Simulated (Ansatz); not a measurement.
# Sb (Im-3m) in Ansatz: convergence with wavefunction cutoff

Aim: find how far wavefunction cutoff must go before the results for Sb settle, at PBE. This setting moves, with any that are tied to it; all else stays.

Program: Ansatz 0.2.0. These are calculated values, not measurements. Logs are shortened: lines on timing, memory, paths and dates and some standing lists are left out, and cuts for length are marked.

## Step 1: The crystal as given

It takes space group Im-3m (No. 229, cubic). Conventional cell: a = 3.743 Å, b = 3.743 Å, c = 3.743 Å, α = 90.00°, β = 90.00°, γ = 90.00°. Around Sb (site symmetry m-3m) lie 8 Sb at 3.24 Å.

This isn't the form of Sb at room conditions, which is rhombohedral.

## Step 2: With wavefunction cutoff 200 eV

input.yaml

```yaml
crystal:
  lattice:
    - [-1.8713408863, 1.8713408863, 1.8713408863]
    - [1.8713408863, -1.8713408863, 1.8713408863]
    - [1.8713408863, 1.8713408863, -1.8713408863]
  atoms:
    - { symbol: Sb, position: [0.0, 0.0, 0.0] }
hamiltonian:
  xc: pbe
  pseudopotentials: { kind: paw }
kpoints:
  mp_grid: { grid: [8, 8, 8] }
scf:
  occupations: { method: fermi_dirac, width: 0.1 }
output:
  forces: true
  stress: true
  eigenvalues: true
basis:
  ecutwfc: "200 eV"
```

Potentials or basis: Ansatz PAW.

On the command line:

```bash
> ansatz run input.yaml --threads 2 --pin off --max-ram 5632MiB --backend cpu --events-out ev --progress --plain --runs-dir out
```

The log of the run:

```text
Warning: basis.ecutwfc = 200 eV is below the records' recommended 420 eV, and the density's cutoff is lower with it unless basis.ecutrho_ratio is high enough to keep the records' density cutoff: compare with a run at a higher cutoff
Warning: RAYON_NUM_THREADS=2 ignored (pool sized by the plan → 2); use --threads N
Engine: ansatz 0.2.0, aarch64-unknown-linux-gnu
Pseudopotentials: kind: paw
Pseudopotential: Sb, paw, valence charge 15, recommended cutoff 420 eV (normal), Sb.paw.azcp
Functional definition: PBE
  parameter kappa = 0.804
  parameter beta = 0.06672455060314922
  exchange = pbe_x(kappa = kappa, mu = beta*pi^2/3)
  correlation = pbe_c(beta = beta)
Crystal: 1 atoms, lattice volume = 26.213 Å³
Basis set: ecut = 200 eV, 177 PW (Γ), exchange–correlation on 30×30×30 points (8 copies of the dense FFT grid, shifted against one another)
Bands: 12, of which v1, the nominal top of the filled ones, is band 8 counted from 1 (7 counted from 0)
Symmetry: 48 space group operations
Space group: Im-3m (ITA 229), of the structure as read, at distance tolerance 3.0e-5 Å
k-points: 29 of 512
Non-local potential: Sb, projectors of the file, l = 0: 2, l = 1: 2, l = 2: 2, l = 3: 2
PAW form: soft (Blöchl's): semilocal exchange-correlation on the pseudo side does not see the compensation charge
PAW one-centre angular grid: Sb, 590 points (default); XC on 64 Gauss nodes
Initial density: superposition of atomic densities (neutral atoms: chi_scale 0, normalization atom), corrected by the library's trained network
Initial wavefunctions: pseudopotential atomic-orbital guess
Functional: x = pbe(κ = 0.804, μ = 0.2195149727645171), c = pbe(β = 0.06672455060314922)
SCF iter   1: F=—  HF=-6474.708512 eV  |F-HF|=—  |Δ(HF+E_count)|=         —  Δρ=8.30e-2  dr2=8.00e-1  ethr=1.77e-3  ⟨swp⟩=4.0  Hψ=1756  notcnv=0
preconditioner: auto → Kerker (q_TF=auto, 2.486 Å⁻¹)  [metal: Δε(μ)=0.144 eV  Ē_g=12.751 eV  σ=0.100 eV  W_gap=0.33  n_scr=12 (ndim 8)  ℏωp=16.2 eV  f_vac=0.000  D(μ)=0.59/eV (n_scr^D=0)]
SCF iter   2: F=—  HF=-6474.173973 eV  |F-HF|=—  |Δ(HF+E_count)|=   5.35e-1  Δρ=3.71e-2  dr2=1.46e-1  ethr=1.77e-3  ⟨swp⟩=2.0  Hψ=921  notcnv=0  defer=7
preconditioner: auto → none  [insulator: Δε(μ)=0.365 eV  Ē_g=12.789 eV  σ=0.100 eV  W_gap=0.57  n_scr=12 (ndim 8)  ℏωp=16.2 eV  f_vac=0.000  D(μ)=0.62/eV (n_scr^D=0)  ε∞_Penn≈2.6]
SCF iter   3: F=—  HF=-6474.087705 eV  |F-HF|=—  |Δ(HF+E_count)|=   8.63e-2  Δρ=3.57e-3  dr2=1.02e-3  ethr=9.74e-4  ⟨swp⟩=2.0  Hψ=682  notcnv=0  defer=7
SCF iter   4: F=—  HF=-6474.087336 eV  |F-HF|=—  |Δ(HF+E_count)|=   3.68e-4  Δρ=3.36e-4  dr2=1.37e-5  ethr=6.78e-6  ⟨swp⟩=2.8  Hψ=569  notcnv=0  defer=7
SCF iter   5: F=—  HF=-6474.087333 eV  |F-HF|=—  |Δ(HF+E_count)|=   3.75e-6  Δρ=3.14e-5  dr2=1.33e-7  ethr=9.12e-8  ⟨swp⟩=2.9  Hψ=581  notcnv=0  defer=7
SCF iter   6: F=-6474.087333 eV  HF=-6474.087333 eV  |F-HF|=3.23e-10  |Δ(HF+E_count)|=   1.18e-7  Δρ=1.73e-6  dr2=5.77e-10  ethr=6.67e-10  ⟨swp⟩=5.6  Hψ=1481  notcnv=0
SCF 1 converged in 6 iterations: F = -6474.087333 eV  dr2 = 5.77e-10
SCF converged after 6 iterations
Free energy (F): -6474.087333 eV
Harris-Foulkes:  -6474.087333 eV  (|F-HF|=3.23e-10)
Internal energy: -6474.065487 eV  (E = F + TS)
E sigma→0 (E₀):  -6474.076410 eV
Entropy (-TS):   -0.021845 eV (-21.845 meV/atom)
Fermi energy:    12.132990 eV
--- Per-component energies (eV) ---
  E_band       = -151.640932
  E_kinetic    = 238.165921
  E_local      = -1390.580580  (includes V_loc(G=0)·N_el)
  E_nonlocal   = 333.757468
  E_hartree    = 626.228741
  E_xc         = -144.043013
  E_vxc        = -103.083248  (∫ρ·V_xc dr)
  E_paw        = -4562.409841  (= ΣΔE_a)
  E_vpaw       = -482.359061  (= ΣTr[D̂ρ^β])
  E_aug_tail   = -0.000024  (compensation charges beyond the density's cutoff)
  E_ewald      = -1575.184159
  E_smearing   = -0.021845  (= −TS)
  E_closure    = 0.000000  (closes the sum)
  Σ components = -6474.087333   (vs F -6474.087333, Δ=0.00e0)
--- Forces (eV/Å), atoms counted from 1 ---
  atom   1  Sb    -0.00000000     0.00000000    -0.00000000
  max |Σ_I F_I| component: 1.60e-31 eV/Å
--- Stress (GPa, compression-positive) ---
        7.036451      -0.000000      -0.000000
        0.000000       7.036451      -0.000000
        0.000000       0.000000       7.036451
  P = ⅓ Tr σ = 7.0365 GPa (70.365 kbar)
--- Band table (eV; the first three rows and the last of 29) ---
  k-point 0: bands = ["-18.8759", "-18.8759", "-18.7462", "-18.7462", "-18.7462", "-1.1388", "17.8090", "17.8090", "17.8090", "23.6485", "23.6485", "23.6485"]
  k-point 1: bands = ["-18.7182", "-18.5849", "-18.4242", "-18.3376", "-18.2284", "-0.7884", "15.5657", "16.9201", "17.6226", "21.4517", "21.8722", "23.3556"]
  k-point 2: bands = ["-18.6666", "-18.6647", "-18.6198", "-18.5014", "-18.2727", "0.1953", "11.7716", "15.4288", "16.8555", "19.8498", "20.4539", "23.6700"]
  k-point 28: bands = ["-18.6394", "-18.6394", "-18.0094", "-18.0094", "-18.0094", "6.2498", "10.1574", "10.1574", "10.1574", "15.0880", "15.0880", "29.4042"]
```

Run time: 0.31 s. Hardware: 2 threads of Arm Neoverse V1, shared host; peak memory 0.24 GiB.

Results:

```
Free energy            : -6474.0873 eV
Pressure               : 7.0 GPa
Band gap on the k mesh : none (metal or under the smearing width)
```

## Step 3: With wavefunction cutoff 250 eV

Edit input.yaml of step 2 so:

```diff
@@ -19,2 +19,2 @@
 basis:
-  ecutwfc: "200 eV"
+  ecutwfc: "250 eV"
```

Potentials or basis: Ansatz PAW.

On the command line:

```bash
> ansatz run input.yaml --threads 2 --pin off --max-ram 5632MiB --backend cpu --events-out ev --progress --plain --runs-dir out
```

It took 0.34 s on 2 threads of Arm Neoverse V1, shared host; peak memory 0.24 GiB.

Results:

```
Free energy            : -6483.1407 eV
Pressure               : 1.6 GPa
Band gap on the k mesh : none (metal or under the smearing width)
```

## Step 4: With wavefunction cutoff 300 eV

Edit input.yaml of step 3 so:

```diff
@@ -19,2 +19,2 @@
 basis:
-  ecutwfc: "250 eV"
+  ecutwfc: "300 eV"
```

On the command line:

```bash
> ansatz run input.yaml --threads 2 --pin off --max-ram 5632MiB --backend cpu --events-out ev --progress --plain --runs-dir out
```

It took 0.36 s on 2 threads of Arm Neoverse V1, shared host; peak memory 0.24 GiB.

Results:

```yaml
Free_energy: -6484.1434 eV
Pressure: 2.3 GPa
Band_gap_on_the_k_mesh: none (metal or under the smearing width)
```

## Step 5: With wavefunction cutoff 350 eV

Edit input.yaml of step 4 so:

```diff
@@ -19,2 +19,2 @@
 basis:
-  ecutwfc: "300 eV"
+  ecutwfc: "350 eV"
```

On the command line:

```bash
> ansatz run input.yaml --threads 2 --pin off --max-ram 5632MiB --backend cpu --events-out ev --progress --plain --runs-dir out
```

Wall time 0.41 s (2 threads of Arm Neoverse V1, shared host); peak memory 0.25 GiB.

Results:

- Free energy: -6484.2318 eV
- Pressure: 2.4 GPa
- Band gap on the k mesh: none (metal or under the smearing width)

## Step 6: With wavefunction cutoff 400 eV

Edit input.yaml of step 5 so:

```diff
@@ -19,2 +19,2 @@
 basis:
-  ecutwfc: "350 eV"
+  ecutwfc: "400 eV"
```

Potentials or basis: Ansatz PAW.

On the command line:

```bash
> ansatz run input.yaml --threads 2 --pin off --max-ram 5632MiB --backend cpu --events-out ev --progress --plain --runs-dir out
```

It took 0.45 s on 2 threads of Arm Neoverse V1, shared host; peak memory 0.25 GiB.

It converged, with:

```yaml
Free_energy: -6484.2356 eV
Pressure: 2.4 GPa
Band_gap_on_the_k_mesh: none (metal or under the smearing width)
```

## Step 7: With wavefunction cutoff 450 eV

Edit input.yaml of step 6 so:

```diff
@@ -19,2 +19,2 @@
 basis:
-  ecutwfc: "400 eV"
+  ecutwfc: "450 eV"
```

On the command line:

```bash
> ansatz run input.yaml --threads 2 --pin off --max-ram 5632MiB --backend cpu --events-out ev --progress --plain --runs-dir out
```

It took 0.46 s on 2 threads of Arm Neoverse V1, shared host; peak memory 0.26 GiB.

It converged, with:

- Free energy: -6484.2368 eV
- Pressure: 2.4 GPa
- Band gap on the k mesh: none (metal or under the smearing width)

## Step 8: With wavefunction cutoff 500 eV

Edit input.yaml of step 7 so:

```diff
@@ -19,2 +19,2 @@
 basis:
-  ecutwfc: "450 eV"
+  ecutwfc: "500 eV"
```

On the command line:

```bash
> ansatz run input.yaml --threads 2 --pin off --max-ram 5632MiB --backend cpu --events-out ev --progress --plain --runs-dir out
```

Run time: 0.48 s. Hardware: 2 threads of Arm Neoverse V1, shared host; peak memory 0.26 GiB.

Results (log left out):

* Free energy: -6484.2374 eV
* Pressure: 2.4 GPa
* Band gap on the k mesh: none (metal or under the smearing width)

## Step 9: With wavefunction cutoff 600 eV

Edit input.yaml of step 8 so:

```diff
@@ -19,2 +19,2 @@
 basis:
-  ecutwfc: "500 eV"
+  ecutwfc: "600 eV"
```

Potentials or basis: Ansatz PAW.

On the command line:

```bash
> ansatz run input.yaml --threads 2 --pin off --max-ram 5632MiB --backend cpu --events-out ev --progress --plain --runs-dir out
```

Wall time 0.59 s (2 threads of Arm Neoverse V1, shared host); peak memory 0.27 GiB.

Results (log left out):

* Free energy: -6484.2376 eV
* Pressure: 2.4 GPa
* Band gap on the k mesh: none (metal or under the smearing width)

## Step 10: With wavefunction cutoff 800 eV

Edit input.yaml of step 9 so:

```diff
@@ -19,2 +19,2 @@
 basis:
-  ecutwfc: "600 eV"
+  ecutwfc: "800 eV"
```

On the command line:

```bash
> ansatz run input.yaml --threads 2 --pin off --max-ram 5632MiB --backend cpu --events-out ev --progress --plain --runs-dir out
```

It took 0.78 s on 2 threads of Arm Neoverse V1, shared host; peak memory 0.29 GiB.

Results (log left out):

| Quantity | Value |
| --- | --- |
| Free energy | -6484.2376 eV |
| Pressure | 2.4 GPa |
| Band gap on the k mesh | none (metal or under the smearing width) |

## Step 11: Summary

| wavefunction cutoff | energy less the tightest run, at zero smearing (meV/atom) | pressure (GPa) | SCF cycles | CPU time (s) | peak memory (GiB) |
| --- | --- | --- | --- | --- | --- |
| 200 eV | 10151.21 | 7.04 | 6 | 0.49 | 0.24 |
| 250 eV | 1096.98 | 1.62 | 6 | 0.54 | 0.24 |
| 300 eV | 94.22 | 2.28 | 6 | 0.58 | 0.24 |
| 350 eV | 5.80 | 2.38 | 6 | 0.68 | 0.25 |
| 400 eV | 2.00 | 2.38 | 6 | 0.76 | 0.25 |
| 450 eV | 0.88 | 2.38 | 6 | 0.78 | 0.26 |
| 500 eV | 0.21 | 2.38 | 6 | 0.81 | 0.26 |
| 600 eV | 0.08 | 2.37 | 6 | 1 | 0.27 |
| 800 eV | 0.00 | 2.37 | 6 | 1.4 | 0.29 |

Against the tightest run, the energy stays within 1 meV/atom from 450 eV on; the pressure stays within 0.1 GPa from 300 eV on. The tightest run that finished is the yardstick and may itself not be fully converged.
